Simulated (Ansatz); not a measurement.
# Ga2O3 (C2/m): the host for defect calculations

Aim: the runs on the perfect crystal Ga2O3 (C2/m) that a defect calculation needs first.

Program: Ansatz 0.2.0. Level of theory: plane-wave PAW DFT, r2SCAN; relaxation of the host's cell and atoms; PAW set soft_1, in the first sound run; inputs show where later runs differ. Results are calculated unless marked as measured.

### Step 1. The structure

It takes space group C2/m (No. 12, monoclinic). The conventional cell has a = 12.280 Å, b = 3.048 Å, c = 5.817 Å, α = 90.00°, β = 103.76°, γ = 90.00°. Ga has 6 O at 1.94 to 2.08 Å nearest. Ga has 4 O at 1.84 to 1.87 Å nearest. Nearest to O lie 3 Ga at 1.84 to 1.94 Å. O has 4 Ga at 1.87 to 2.08 Å nearest. O has 3 Ga at 1.84 to 1.95 Å nearest. Farther neighbours and most contacts between anions are not listed.

### Step 2. Host cell relaxation

Cell and atoms are relaxed together, until forces and stress fall under their thresholds.

Contents of cell/input.yaml:

```yaml
crystal:
  lattice:
    - [6.1402367, -1.5237837, 0.0]
    - [6.1402367, 1.5237837, 0.0]
    - [-1.3841309, 0.0, 5.6503489]
  atoms:
    - { symbol: Ga, position: [0.3411617, 0.3411617, 0.68526966] }
    - { symbol: Ga, position: [0.6588383, 0.6588383, 0.31473034] }
    - { symbol: Ga, position: [0.9095256, 0.9095256, 0.205214] }
    - { symbol: Ga, position: [0.0904744, 0.0904744, 0.794786] }
    - { symbol: O, position: [0.50353087, 0.50353087, 0.74333591] }
    - { symbol: O, position: [0.49646913, 0.49646913, 0.25666409] }
    - { symbol: O, position: [0.82662894, 0.82662894, 0.43676984] }
    - { symbol: O, position: [0.17337106, 0.17337106, 0.56323016] }
    - { symbol: O, position: [0.16450498, 0.16450498, 0.10915408] }
    - { symbol: O, position: [0.83549502, 0.83549502, 0.89084592] }
basis:
  ecutwfc: 500
  xc_grid: 2
hamiltonian:
  xc: r2scan
  pseudopotentials: { kind: paw, azcp: { folder: soft_1 } }
kpoints:
  mp_grid: { grid: [9, 9, 5] }
scf:
  occupations: { method: fixed }
  max_iter: 100
relax:
  f_tol: 0.005
  max_steps: 60
  cell: {}
output:
  forces: true
  stress: true
checkpoint:
  write: "../cell.run"
  compress: false
  write_wavefunctions: false
  write_every: 100000
```

The run is started by

```
$ ansatz run input.yaml --threads 32 --pin off --max-ram 84787MiB --backend cuda --events-out ev --progress --plain --runs-dir out --max-vram 78GiB
```

Numbers of over 12 decimals in the logs are rounded to 6 here.

Output:

```text
[... repeated set-up lines and file paths are left out, and long positions are rounded to six places ...]
basis.fft_grid_basis auto: the FFT boxes are laid along the combinations [[1, -1, 0], [0, 1, 0], [0, 0, 1]] of the cell's own vectors, 3.048, 6.326 and 5.817 Å long. The dense box has 24×48×45 points. [...]
Engine: ansatz 0.2.0, aarch64-unknown-linux-gnu
Pseudopotentials: kind: paw
Pseudopotential: Ga, paw, valence charge 13, recommended cutoff 500 eV (meta_gga), soft_1/Ga.paw.azcp
Pseudopotential: O, paw, valence charge 6, recommended cutoff 500 eV (meta_gga), soft_1/O.paw.azcp
Functional definition: r2SCAN
  parameter k0 = 0.174
  parameter k1 = 0.065
  parameter a1 = 4.9479
  exchange = r2scan_x(k0 = k0, k1 = k1, a1 = a1)
  correlation = r2scan_c
[...]
Crystal: 10 atoms, lattice volume = 105.734 Å³
Basis set: ecut = 500 eV, 2681 PW (Γ), FFT grids on a1−a2, a2, a3, exchange–correlation on 48×96×90 points (8 copies of the dense FFT grid, shifted against one another)
Bands: 54, of which v1, the nominal top of the filled ones, is band 44 counted from 1 (43 counted from 0)
Symmetry: 4 space group operations
Space group: C2/m (ITA 12), of the structure as read, at distance tolerance 4.7e-5 Å
k-points: 115 of 405
Non-local potential: Ga, projectors of the file, l = 0: 2, l = 1: 2, l = 2: 3, l = 3: 1
Non-local potential: O, projectors of the file, l = 0: 2, l = 1: 2, l = 2: 1
PAW form: soft (Blöchl's): semilocal exchange-correlation on the pseudo side does not see the compensation charge
PAW frozen core: Ga, regenerated for the run's functional (the file was generated under x = pbe(κ = 0.804, μ = 0.219515), c = pbe(β = 0.066725))
PAW frozen core: O, regenerated for the run's functional (the file was generated under x = pbe(κ = 0.804, μ = 0.219515), c = pbe(β = 0.066725))
PAW one-centre angular grid: Ga, 590 points (default); XC on 160 Gauss nodes
PAW one-centre angular grid: O, 302 points (default); XC on 160 Gauss nodes
Initial density: superposition of atomic densities (chi_scale 0.1, normalization cell, long waves kept (reshape's long-wave potential 0.03 eV rms))
Initial wavefunctions: pseudopotential atomic-orbital guess
[...]
Functional: x = r2scan, c = r2scan; τ floored in thin density (d = 2e-4 eV/Å³)
SCF iter   1: F=—  HF=-18579.944688 eV  |Δ(HF+E_count)|=         —  Δρ=1.31e-1  dr2=8.64e0  dr2_τ=6.37e-1  Hψ=18514
preconditioner: auto → Resta (q_TF=auto, 2.646 Å⁻¹)  ε∞=3.9  [insulator: Δε(μ)=3.235 eV  Ē_g=19.889 eV  n_scr=34 (ndim 8)  ℏωp=33.9 eV  f_vac=0.000  ε∞_Penn≈3.9]
SCF iter   2: F=—  HF=-18578.215269 eV  |Δ(HF+E_count)|=    1.73e0  Δρ=6.07e-2  dr2=1.80e0  dr2_τ=6.66e-2  Hψ=12695
SCF iter   3: F=—  HF=-18577.912891 eV  |Δ(HF+E_count)|=   3.02e-1  Δρ=1.64e-2  dr2=1.97e-1  dr2_τ=8.82e-3  Hψ=9900
automatic band count: iteration 3 solves 52 bands in place of 54: the levels show a gap, and the empty bands left out lie too high to hold charge; the band table lists the bands solved (type scf.n_extra_bands for more)
[...]
SCF 1 converged in 10 iterations: F = -18577.866842 eV  dr2 = 3.02e-8
  greatest PAW one-centre occupation: 0.996 electrons in one spin orbital (limit 2), on the Ga atom at site 0 (counted from 0), in its partial waves of l = 2
relax step   1: F+E_penalty+E_count = -18577.86684250 eV  Δ(F+E_penalty+E_count) = +0.000e0 eV  max|allowed force component| = 7.423e-2 eV/Å  Δτ_max = 0.0000 Å  P = -1.543 GPa  Ω = 105.734 Å³  (10 SCF iters, dr2 threshold 1.00e-7 eV, accepted)
[... the SCF cycles and remarks between the steps are left out from here to the last step ...]
relax step   2: F+E_penalty+E_count = -18577.87069020 eV  Δ(F+E_penalty+E_count) = -3.848e-3 eV  max|allowed force component| = 3.940e-2 eV/Å  Δτ_max = 0.0030 Å  P = -0.660 GPa  Ω = 105.302 Å³  energy of the carried Pulay correction = +4.176e-4 eV  (5 SCF iters, dr2 threshold 1.00e-6 eV, accepted)
relax step   3: F+E_penalty+E_count = -18577.87178668 eV  Δ(F+E_penalty+E_count) = -1.096e-3 eV  max|allowed force component| = 6.455e-3 eV/Å  Δτ_max = 0.0026 Å  P = +0.030 GPa  Ω = 104.987 Å³  energy of the carried Pulay correction = +7.230e-4 eV  (5 SCF iters, dr2 threshold 1.00e-6 eV, accepted)
relax step   4: F+E_penalty+E_count = -18577.87175309 eV  Δ(F+E_penalty+E_count) = +3.359e-5 eV  max|allowed force component| = 1.156e-2 eV/Å  Δτ_max = 0.0017 Å  P = -0.012 GPa  Ω = 105.027 Å³  energy of the carried Pulay correction = +6.842e-4 eV  (7 SCF iters, dr2 threshold 1.01e-8 eV, accepted)
relax step   5: F+E_penalty+E_count = -18577.87177845 eV  Δ(F+E_penalty+E_count) = -2.536e-5 eV  max|allowed force component| = 2.063e-3 eV/Å  Δτ_max = 0.0009 Å  P = +0.002 GPa  Ω = 105.015 Å³  energy of the carried Pulay correction = +6.963e-4 eV  (6 SCF iters, dr2 threshold 8.35e-9 eV, accepted)
[...]
iter 1 solved again at ethr=2.17e-8 eV; its pass at ethr=3.10e-3 eV (dr2=1.91e-5 eV) is discarded
SCF iter   1: F=—  HF=-18577.870729 eV  |Δ(HF+E_count)|=         —  Δρ=2.61e-5  dr2=1.12e-7  dr2_τ=2.20e-7  Hψ=36164
[...]
SCF iter   2: F=—  HF=-18577.871086 eV  |Δ(HF+E_count)|=   3.57e-4  Δρ=1.50e-5  dr2=5.01e-8  dr2_τ=1.77e-8  Hψ=9818
SCF iter   3: F=—  HF=-18577.871086 eV  |Δ(HF+E_count)|=   3.47e-8  Δρ=2.06e-6  dr2=2.04e-9  dr2_τ=5.63e-10  Hψ=10567
SCF iter   4: F=—  HF=-18577.871086 eV  |Δ(HF+E_count)|=   3.51e-9  Δρ=4.50e-7  dr2=1.75e-10  dr2_τ=1.84e-11  Hψ=10772
SCF iter   5: F=-18577.871086 eV  HF=-18577.871086 eV  |Δ(HF+E_count)|=  1.35e-10  Δρ=1.72e-7  dr2=1.98e-11  dr2_τ=5.91e-13  Hψ=29973
SCF 6 converged in 5 iterations: F = -18577.871086 eV  dr2 = 1.98e-11
[...]
relax step   6: F+E_penalty+E_count = -18577.87108612 eV  Δ(F+E_penalty+E_count) = +6.923e-4 eV  max|allowed force component| = 2.061e-3 eV/Å  Δτ_max = 0.0000 Å  P = +0.004 GPa  Ω = 105.015 Å³  stress off target by 1.99e-2 GPa  SCF on the basis re-selected at this cell (its energy is not comparable with the rows above)  (5 SCF iters)
basis re-selected at this cell: Δ(F+E_penalty+E_count) = +6.923e-4 eV, ΔP = +0.001 GPa vs the last step (what re-selecting the basis moved, of the pressure what is left beyond the Pulay correction that the steps carried, after the strain that the cell walked [...]
SCF converged after 5 iterations
Free energy (F): -18577.871086 eV
Harris-Foulkes:  -18577.871086 eV  (|F-HF|=1.46e-11)
Internal energy: -18577.871086 eV  (E = F + TS)
E sigma→0 (E₀):  -18577.871086 eV
Fermi energy:    7.652325 eV
--- Per-component energies (eV) ---
  E_band       = -160.930434
  E_kinetic    = 1467.823790
  E_local      = -7012.757537  (includes V_loc(G=0)·N_el)
  E_nonlocal   = -26.175438
  E_hartree    = 4113.741541
  E_xc         = -651.099043
  E_vxc        = -836.423813  (∫ρ·V_xc dr)
  E_paw        = -9056.832971  (= ΣΔE_a)
  E_vpaw       = -2030.964216  (= ΣTr[D̂ρ^β])
  E_aug_tail   = 0.001753  (compensation charges beyond the density's cutoff)
  E_vtau       = 50.081846  (kinetic-family band-sum trace: ∫τ·v_τ [+ j·A + Jᵃ·Aᵃ] dr)
  E_ewald      = -7409.769273
  E_core_change = -2.803908  (= ΣΔE_core)
  E_smearing   = -0.000000  (= −TS)
  E_closure    = 0.000000  (closes the sum)
  Σ components = -18577.871086   (vs F -18577.871086, Δ=0.00e0)
--- Forces (eV/Å), atoms counted from 1 ---
  atom   1  Ga    -0.00077921     0.00000000     0.00042962
  atom   2  Ga     0.00077921    -0.00000000    -0.00042962
  atom   3  Ga     0.00150506    -0.00000000    -0.00027862
  atom   4  Ga    -0.00150506     0.00000000     0.00027862
  atom   5  O      0.00206138    -0.00000000    -0.00083245
  atom   6  O     -0.00206138     0.00000000     0.00083245
  [... 4 more lines of this table ...]
  max |Σ_I F_I| component: 2.17e-19 eV/Å
--- Stress (GPa, compression-positive) ---
        0.019844       0.000000      -0.001715
        0.000000       0.000265      -0.000000
       -0.001694      -0.000000      -0.008466
  P = ⅓ Tr σ = 0.0039 GPa (0.039 kbar)
--- Band table (eV; the first three rows and the last of 115) ---
  k-point 0: bands = ["-12.1609", "-11.0221", "-11.0036", "-10.8801", "-10.4310", "-10.4110", "-5.5587", "-5.5033", "-5.4983", "-5.4398", [... rest cut ...]
  k-point 1: bands = ["-12.0921", "-11.1592", "-11.0052", "-10.8211", "-10.4806", "-10.3730", "-5.5467", "-5.5054", "-5.4995", "-5.4378", [... rest cut ...]
--- Relaxed structure (5 steps of the walk, 5 accepted, 1 SCFs on fresh bases) ---
  F+E_penalty+E_count = -18577.87108612 eV   max|allowed force component| = 2.061e-3 eV/Å   (the final SCF, on the basis selected at the relaxed cell)
  cell:  # Å, volume = 105.0150 Å³
    - [6.126595, -1.519480, -0.00261505]
    - [6.126595, 1.519480, -0.00261505]
    - [-1.383462, 3.0349216602467774e-18, 5.640952]
  atoms:
    - { symbol: Ga, position: [0.341291, 0.341291, 0.685546] }
    - { symbol: Ga, position: [0.658709, 0.658709, 0.314454] }
    - { symbol: Ga, position: [0.909476, 0.909476, 0.205193] }
    - { symbol: Ga, position: [0.090524, 0.090524, 0.794807] }
    - { symbol: O, position: [0.503746, 0.503746, 0.743804] }
    - { symbol: O, position: [0.496254, 0.496254, 0.256196] }
  [... 4 more lines of this table ...]
```

Elapsed: 9.3 s, on 1 × NVIDIA GB200 with 32 threads of Arm Neoverse V2, shared host; peak memory 1.1 GiB; 41 s of CPU time.

The steps of the relaxation:

| step | energy less that of the first step (eV) | largest force component (eV/Å) | pressure (GPa) | volume (Å³) |
| --- | --- | --- | --- | --- |
| 1 | 0.0000 | 0.0742 | -1.54 | 105.73 |
| 2 | -0.0038 | 0.0394 | -0.66 | 105.30 |
| 3 | -0.0049 | 0.0065 | 0.03 | 104.99 |
| 4 | -0.0049 | 0.0116 | -0.01 | 105.03 |
| 5 | -0.0049 | 0.0021 | 0.00 | 105.01 |
| 6* | -0.0042 | 0.0021 | 0.00 | 105.01 |

Relaxation steps marked * repeat the geometry before them on a plane-wave basis chosen anew for their cell, so energy and pressure can jump there.

The run keeps the 4 symmetry operations that it works with, so distortions that break them were not tested.

| cell as run | before | after | change |
| --- | --- | --- | --- |
| a (Å) | 6.326 | 6.312 | -0.2 % |
| b (Å) | 6.326 | 6.312 | -0.2 % |
| c (Å) | 5.817 | 5.808 | -0.2 % |
| α (°) | 103.35 | 103.39 | +0.0 % |
| β (°) | 103.35 | 103.39 | +0.0 % |
| γ (°) | 27.87 | 27.86 | -0.1 % |
| volume (Å³/atom) | 10.57 | 10.50 | -0.7 % |

This step gave:

* pressure: 0.003881 GPa

The relaxation ends with a largest force component of 0.0021 eV/Å and a pressure of 0.00 GPa.

### Step 3. Dielectric tensors of the host

The response to a uniform electric field gives the electronic dielectric tensor.

This step: plane-wave PAW DFPT, PBEsol; dielectric tensors, Born charges and zone-centre modes of the host; PAW set soft_1 (Ansatz 0.2.0).

Contents of eps/input.yaml:

```yaml
crystal:
  lattice:
    - [6.1265954155, -1.5194804787, -0.0026150466]
    - [6.1265954155, 1.5194804787, -0.0026150466]
    - [-1.3834622942, 0.0, 5.6409524212]
  atoms:
    - { symbol: Ga, position: [0.3412914738, 0.3412914738, 0.6855455686] }
    - { symbol: Ga, position: [0.6587085262, 0.6587085262, 0.3144544314] }
    - { symbol: Ga, position: [0.9094760976, 0.9094760976, 0.2051927019] }
    - { symbol: Ga, position: [0.0905239024, 0.0905239024, 0.7948072981] }
    - { symbol: O, position: [0.5037459962, 0.5037459962, 0.7438036944] }
    - { symbol: O, position: [0.4962540038, 0.4962540038, 0.2561963056] }
    - { symbol: O, position: [0.8266685284, 0.8266685284, 0.4364762482] }
    - { symbol: O, position: [0.1733314716, 0.1733314716, 0.5635237518] }
    - { symbol: O, position: [0.1641900411, 0.1641900411, 0.1091184621] }
    - { symbol: O, position: [0.8358099589, 0.8358099589, 0.8908815379] }
basis:
  ecutwfc: 420
hamiltonian:
  xc: pbesol
  pseudopotentials: { kind: paw, azcp: { folder: soft_1 }, xc_functional: pbe }
kpoints:
  mp_grid: { grid: [8, 8, 4] }
scf:
  occupations: { method: fixed }
  max_iter: 100
phonons:
  method: dfpt
  dielectric: true
  rigid_motions: translations
```

Output:

```text
[...]
Crystal: 10 atoms, lattice volume = 105.015 Å³
Basis set: ecut = 420 eV, 2041 PW (Γ), exchange–correlation on 90×90×80 points (8 copies of the dense FFT grid, shifted against one another)
Bands: 54, of which v1, the nominal top of the filled ones, is band 44 counted from 1 (43 counted from 0)
Symmetry: 4 space group operations
k-points: 132 of 256 (irreducible under 1 space group operation, time reversal used)
[...]
SCF iter   1: F=—  HF=-18344.102295 eV  |Δ(HF+E_count)|=         —  Δρ=1.17e-1  dr2=6.51e0  Hψ=20836
[...]
SCF iter   2: F=—  HF=-18342.454121 eV  |Δ(HF+E_count)|=    1.65e0  Δρ=5.26e-2  dr2=1.37e0  Hψ=13822
[...]
SCF iter  13: F=-18341.862711 eV  HF=-18341.862711 eV  |Δ(HF+E_count)|=  3.64e-12  Δρ=1.65e-7  dr2=2.70e-11  Hψ=44763
SCF 1 converged in 13 iterations: F = -18341.862711 eV  dr2 = 2.70e-11
[...]
the response reads at least the filled bands of the reference SCF and the lowest empty band at each k-point, and that SCF's band table does not vouch for those bands. The notice of the band table in this run's record says why
[...]
NSCF: frozen V_eff on 1 k-points
[...]
NSCF: frozen V_eff on 78 k-points, pencils in batches of 32, up to order 216
[...]
DFPT response loops at q = (0, 0, 0) (fractional): preconditioner auto → Resta (q_TF=auto, 2.649 Å⁻¹)  ε∞=5.1 (no band partly filled); β = 1.00, the filter's whole step (`scf.mixing.beta` (0.50) is not read by the response loops at its default; [...]
[...]
DFPT response loops at Γ: preconditioner auto → Resta (q_TF=auto, 2.649 Å⁻¹)  ε∞=5.1 (no band partly filled); β = 1.00, the filter's whole step (`scf.mixing.beta` (0.50) is not read by the response loops at its default; [...]
── the response to a field inside a basis, on 10×10×6 k-points: an SCF that follows is theirs, and a resumed run solves both again ──
[...]
Bands: 45, of which v1, the nominal top of the filled ones, is band 44 counted from 1 (43 counted from 0)
k-points: 165 of 600
[...]
Eigensolver: Dense (165 Hₖ)
SCF iter   1: F=—  HF=-18341.685953 eV  |Δ(HF+E_count)|=         —  Δρ=8.27e-4  dr2=1.68e-4
[...]
SCF 1 converged in 6 iterations: F = -18341.686074 eV  dr2 = 7.12e-9
[...]
SCF converged after 13 iterations
[...]
-1.44613   -0.00000   -0.05802
        -0.00000   -2.10203    0.00000
        -0.03288    0.00000   -2.51398
    site 9:
        -1.44613   -0.00000   -0.05802
        -0.00000   -2.10203    0.00000
        -0.03288    0.00000   -2.51398
  Z* charge neutrality: 1.932e-2 e pre-enforcement
  solved inside a basis spanned on kpoints, on 10×10×6 k-points, its susceptibility summed on 12×12×6: ε∞ is read to err by 2.0e-2, Z* by 2.2e-2 e (field_mesh: kpoints solves on kpoints); Z* is corrected for what the basis lacks
  optical modes at Γ without the LO–TO term, one row a degenerate level:
      ω (cm⁻¹)  modes    IR ((D/Å)²/amu)
        105.58      1             0.0000
        107.58      1             0.0000
        141.49      1             0.0000
        147.01      1             0.1106
        160.98      1             0.0000
        186.63      1            11.2263
        187.49      1             0.0000
        245.48      1             8.2877
        269.87      1             0.4949
        293.38      1            14.4611
        310.92      1             0.0000
        337.91      1             0.0000
        342.47      1             0.0000
        346.08      1             4.9207
        383.18      1             0.0000
        419.13      1            29.2712
        443.03      1            24.1871
        453.00      1             0.0000
        466.85      1             0.0000
        558.42      1            32.2771
        610.54      1             0.0000
        638.77      1             0.0000
        641.59      1             0.0000
        648.84      1            13.1842
        669.25      1             8.5971
        722.11      1             5.0084
        741.74      1             0.0000
  optical modes at Γ + LO–TO along q̂ = [1.0000, 0.0000, 0.0000]:
      ω (cm⁻¹)  modes    IR ((D/Å)²/amu)
        105.58      1             0.0000
        107.58      1             0.0000
        141.49      1             0.0000
        147.01      1             0.1106
        160.98      1             0.0000
        187.49      1             0.0000
        189.51      1            10.7541
[...]
optical modes at Γ + LO–TO along q̂ = [0.0000, 1.0000, 0.0000]:
      ω (cm⁻¹)  modes    IR ((D/Å)²/amu)
[...]
optical modes at Γ + LO–TO along q̂ = [0.0000, 0.0000, 1.0000]:
      ω (cm⁻¹)  modes    IR ((D/Å)²/amu)
[...]
443.03      1            24.1871
        453.00      1             0.0000
        465.59      1            23.3031
        466.85      1             0.0000
        610.54      1             0.0000
        638.72      1            21.7370
        638.77      1             0.0000
        641.59      1             0.0000
        648.84      1            13.1842
        684.61      1             6.9890
        741.74      1             0.0000
        768.96      1            29.9600
```

The job ended after 30 s (1 × NVIDIA GB200 with 32 threads; peak memory 5.5 GiB).

Electronic dielectric tensor:

```
4.07 0.00 0.00
0.00 4.18 0.00
0.00 0.00 4.18
```

Static dielectric tensor:

```
11.02  0.00 -0.83
 0.00 10.83  0.00
-0.83  0.00 13.62
```

The principal values of the electronic dielectric tensor are 4.07, 4.18 and 4.18. The principal values of the static dielectric tensor are 10.77, 10.83 and 13.87.

(Part 1 of 2 ends here.)

[Logs are printed without paths, hosts, clocks, repeated set-up lines and the standing remarks that a program may print on its own settings, such as how far it seeks lower states.]

[Hosts, paths, dates, database ids (printed as entryN), source tags and the programs' standing remarks are cut or masked in the printed files.]

[Runs of the host that timed out are not shown.]

[For some hosts the program warned that the k-mesh of the response run may be too coarse for force constants and the static dielectric constant; such warnings are not always shown.]

[The program warned that the k-mesh of a response run behind this text may be too coarse: force constants, and the static dielectric constant and all else formed from them, are not shown converged.]
